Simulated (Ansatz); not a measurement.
# Sn (hcp type): how the settings move a single-point run

Question: which choices in the input matter for Sn (hcp type)?

Program: Ansatz 0.2.0. Level of theory: reference: DFT, PBE, all-electron PAW with datasets made for the crystal, scalar-relativistic. These are calculated values, not measurements.

2 further runs of the same task are left out: 2 that didn't finish.

### 1 The structure to begin with

Symmetry: P6_3/mmc, No. 194, hexagonal system. Conventional cell: a = 2.707 Å, b = 2.707 Å, c = 4.369 Å, α = 90.00°, β = 90.00°, γ = 120.00°. Sn (site symmetry -6m2) is surrounded by 12 Sn at 2.69 to 2.71 Å.

Coordinates:

```xyz
2
Lattice="2.7069 0.0000 0.0000 -1.3535 2.3443 0.0000 0.0000 0.0000 4.3692" Properties=species:S:1:pos:R:3 pbc="T T T"
Sn    0.0000    1.5628    1.0923
Sn    1.3535    0.7814    3.2769
```

### 2 Reference

File input.yaml:

```yaml
crystal:
  lattice:
    - [2.7069177021, 0.0, 0.0]
    - [-1.353458851, 2.344259496, 0.0]
    - [0.0, 0.0, 4.3692007876]
  atoms:
    - { symbol: Sn, position: [0.3333333333, 0.6666666667, 0.25] }
    - { symbol: Sn, position: [0.6666666667, 0.3333333333, 0.75] }
kpoints:
  mp_grid: { grid: [13, 13, 7] }
scf:
  occupations: { method: fermi_dirac, width: 0.05 }
hamiltonian:
  xc: pbe
  pseudopotentials: { kind: all_electron, datasets: crystal }
output:
  forces: true
  stress: true
  eigenvalues: true
```

Started as:

```bash
$ ansatz run input.yaml --threads 1 --pin off --max-ram 2048MiB --backend cpu --events-out ev --progress --plain --runs-dir out
```

Excerpt of the output:

```text
[...]
Basis set: ecut = 300 eV, 313 PW (Γ), exchange–correlation on 32×32×50 points (8 copies of the dense FFT grid, shifted against one another)
[...]
k-points: 84 of 1183
[...]
SCF iter   1: F=—  HF=-336171.186714 eV  |F-HF|=—  |Δ(HF+E_count)|=         —  Δρ=3.00e-2  dr2=2.19e-1  ethr=7.55e-4  ⟨swp⟩=3.9  Hψ=9624  notcnv=0
preconditioner: auto → none  [insulator: Δε(μ)=0.280 eV  Ē_g=25.128 eV  σ=0.050 eV  W_gap=0.76  n_scr=8 (ndim 8)  ℏωp=37.3 eV  f_vac=0.000  D(μ)=0.28/eV (n_scr^D=0)  ε∞_Penn≈3.2]
SCF iter   2: F=—  HF=-336171.117865 eV  |F-HF|=—  |Δ(HF+E_count)|=   6.88e-2  Δρ=1.52e-2  dr2=5.52e-2  ethr=7.55e-4  ⟨swp⟩=2.5  Hψ=3418  notcnv=0  defer=6
[...]
SCF iter   6: F=—  HF=-336171.084694 eV  |F-HF|=—  |Δ(HF+E_count)|=   1.92e-5  Δρ=4.11e-5  dr2=1.71e-7  ethr=5.67e-8  ⟨swp⟩=3.0  Hψ=4057  notcnv=0
SCF iter   7: F=-336171.084695 eV  HF=-336171.084695 eV  |F-HF|=5.18e-9  |Δ(HF+E_count)|=   1.63e-6  Δρ=5.71e-6  dr2=5.04e-9  ethr=6.12e-10  ⟨swp⟩=3.0  Hψ=3802  notcnv=0
[...]
SCF converged after 7 iterations
Free energy (F): -336171.084686 eV
[...]
E sigma→0 (E₀):  -336171.083343 eV
[...]
Fermi energy:    31.132014 eV
[...]
  P = ⅓ Tr σ = 172.8721 GPa (1728.721 kbar)
[...]
```

Run time: 13 s. Hardware: 1 thread of Intel Xeon Platinum 8259CL at 2.50GHz (Skylake/Cascade Lake), shared host; peak memory 0.59 GiB.

### 3 Changing settings: starting moments, dr2_threshold 1.0e-09, dispersion d3bjatm, spin_polarized true

File input.yaml:

```yaml
crystal:
  lattice:
    - [2.7069177021, 0.0, 0.0]
    - [-1.353458851, 2.344259496, 0.0]
    - [0.0, 0.0, 4.3692007876]
  atoms:
    - { symbol: Sn, position: [0.3333333333, 0.6666666667, 0.25], spin: 1.0 }
    - { symbol: Sn, position: [0.6666666667, 0.3333333333, 0.75], spin: 2.0 }
kpoints:
  mp_grid: { grid: [13, 13, 7] }
scf:
  occupations: { method: fermi_dirac, width: 0.05 }
  convergence: { dr2_threshold: 1.0e-09 }
hamiltonian:
  xc: pbe
  pseudopotentials: { kind: all_electron, datasets: crystal }
  dispersion: d3bjatm
output:
  forces: true
  stress: true
  eigenvalues: true
magnetization:
  spin_polarized: true
```

Started as:

```bash
$ ansatz run input.yaml --threads 1 --pin off --max-ram 2048MiB --backend cpu --events-out ev --progress --plain --runs-dir out
```

Log, shortened:

```text
[...]
Pseudopotentials: kind: all_electron
Pseudopotential: Sn, paw, valence charge 14, recommended cutoff 300 eV (normal), Koelling and Harmon's equation, gaussian nucleus
Functional definition: PBE
[...]
a search for the magnetic state begins, with frozen cores and fixed partial waves. It gives no result and prints no iterations
the search for the magnetic state of this step took 14 SCF iterations with frozen cores. It stayed in its first state, in which the spheres begin
Crystal: 2 atoms, lattice volume = 27.726 Å³
Basis set: ecut = 300 eV, 313 PW (Γ), exchange–correlation on 32×32×50 points (8 copies of the dense FFT grid, shifted against one another)
Bands: 20, of which v1, the nominal top of the filled ones, is band 14 counted from 1 (13 counted from 0)
Symmetry: 12 space group operations
Space group: P-6m2 (ITA 187), of the structure as read, at distance tolerance 3.0e-5 Å
Magnetic group: BNS 187.209 (UNI 1439), of the structure as read, at distance tolerance 3.0e-5 Å
k-points: 84 of 1183 (time reversal used)
[...]
Starting moments: Σ|m| = 3 μB on 2 of 2 sites; this step starts from the density that it was given
[...]
SCF iter   1: F=—  HF=-336172.523929 eV  |F-HF|=—  |Δ(HF+E_count)|=         —  Δρ=6.99e-3 (↑6.99e-3 ↓6.99e-3)  dr2=1.56e-2  dr2_m=1.02e-11  M=-0.000 μB ∫|m|=0.000 μB  β_m=0.30  ethr=5.30e-5  ⟨swp⟩=4.5  Hψ=21838  notcnv=0
[...]
WARN: the starting moments were not kept: the SCF closed with an absolute magnetisation of 2.1e-10 μB, where they sum to 3 μB in size (2 sites). That is at most 0.1 of that sum. Measured as dr2_m measures the in/out step, that magnetisation stands 7.4e-21 eV from none, at or under the [...]
Magnetization: 0.0000 μB (14.0000 up, 14.0000 down)
Absolute magnetization: 0.0000 μB (∫|ρ↑−ρ↓|)
Spin contamination: 0.0383 ħ² per cell (⟨S²⟩ above its minimum at these occupations)
Per-site moments (μB) at R_I (Å): [(-1.7054985068951237e-11, 1.1080019285768492), (1.5609362012810923e-11, 1.1080019285768492)]
Free energy (F): -336172.496309 eV
[...]
E sigma→0 (E₀):  -336172.494966 eV
Entropy (-TS):   -0.002687 eV (-1.343 meV/atom)
Past the cutoff: the bands carry plane waves up to 1.75 times it, of which those up to 1.5 times it add -0.000222 eV an atom, each by itself; the spheres take 0.000311 eV an atom off the energy for waves past 1.75 times it
By the cutoff:   a pressure is off by up to 0.008 GPa (1.2 times the spheres' own share and the shells' term, over an atom's volume, and 0.004 GPa: a bound that held against runs at twice the plane waves)
Past the cutoffs: a stress includes 0.0009 GPa for waves and charges beyond them, in addition to the slope of what the spheres take
In the spheres:  the bands' charges fall short by 2.8e-8 e at most (sound up to 1e-3)
Fermi energy:    31.132013 eV
[...]
  The terms above E_closure are by the made datasets' own strengths, without shells solved beside the bands.
--- Forces (eV/Å), atoms counted from 1 ---
  atom   1  Sn    -0.00000000    -0.00000000     0.00000000
  atom   2  Sn     0.00000000     0.00000000     0.00000000
[...]
--- Stress (GPa, compression-positive) ---
      164.964195      -0.000000       0.000000
       -0.000000     164.964195       0.000000
        0.000000       0.000000     165.637709
  P = ⅓ Tr σ = 165.1887 GPa (1651.887 kbar)
--- Band table (eV; the first three rows and the last of 168) ---
  k-point 0 ↑: bands = ["7.2526", "7.6321", "7.6949", "7.6949", "7.8015", "7.8015", "7.9516", "7.9516", "8.5847", "8.5847", "12.6219", "21.3354", "22.8565", "40.4329", "40.8588", "40.8588", "42.2893", "42.5942"]
[...]
```

It took 53 s on 1 thread of Intel Xeon Platinum 8259CL at 2.50GHz (Skylake/Cascade Lake), shared host; peak memory 0.91 GiB.

The energy moves by -705.8 meV/atom, nearly all of it the dispersion term itself (-705.8 meV/atom); that offset belongs to the model and is no gain or loss of stability; the pressure goes from 172.9 to 165.2 GPa.

### 4 All runs together

| run | ending | energy change | pressure (GPa) | gap (eV) | force (eV/Å) | cycles | time |
| --- | --- | --- | --- | --- | --- | --- | --- |
| reference | converged | 0 | 172.9 | 0.00 | 0.00 | 7 | 13 s |
| 1: starting moments, dr2_threshold 1.0e-09, dispersion d3bjatm, spin_polarized true | converged | -705.8 meV/atom (offset of the dispersion model) | 165.2 | 0.00 | 0.00 | 9 | 53 s |

Residual by cycle in the longest SCF loop of each run; runs are numbered as in the table. The quantity is the density residual dr2, in eV.

| cycle | reference | run 1 |
| --- | --- | --- |
| 1 | 0.219 | 0.0156 |
| 2 | 0.0552 | 0.00816 |
| 3 | 6.1e-5 | 8.1e-5 |
| 4 | 1.6e-5 | 1.9e-5 |
| 5 | 1.6e-5 | 2.0e-7 |
| 6 | 1.7e-7 | 8.8e-9 |
| 7 | 5.0e-9 | 2.7e-9 |
| 8 | - | 1.7e-9 |
| 9 | - | 2.8e-11 |

What this shows: The energy moves by -705.8 meV/atom, nearly all of it the dispersion term itself (-705.8 meV/atom); that offset belongs to the model and is no gain or loss of stability; the pressure goes from 172.9 to 165.2 GPa. The structure is not at rest: the sound run finds 173 GPa, so these are no properties of the relaxed crystal. 
